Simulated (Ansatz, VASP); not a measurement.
## One calculation of Zn, two programs

```
CELL_PARAMETERS angstrom
2.59296 0.00000 0.00000
-1.29648 2.24557 0.00000
0.00000 0.00000 4.65867
ATOMIC_POSITIONS crystal
Zn 0.33333 0.66667 0.25000
Zn 0.66667 0.33333 0.75000
```

Alike in both runs: functional PBE; k mesh 16 × 16 × 9; occupations fermi-dirac, width 0.05 eV; no spin polarisation.

Ansatz relaxed the structure, and its values are those at the end. VASP's run is a single point on that final structure, the one shown.

|  | VASP | Ansatz |
| --- | --- | --- |
| version | VASP 6.6.1 | Ansatz 0.2.0 |
| potentials or method | VASP PAW PBE potentials, release 64 (Zn) | PAW with Ansatz's default frozen-core files, scalar-relativistic |
| plane-wave cutoff (eV) | 520 | 420 |
| valence electrons in the cell | 24 | 24 |

|  | VASP | Ansatz | Ansatz less VASP |
| --- | --- | --- | --- |
| pressure (GPa) | 10.5 | 10.0 | -0.51 |
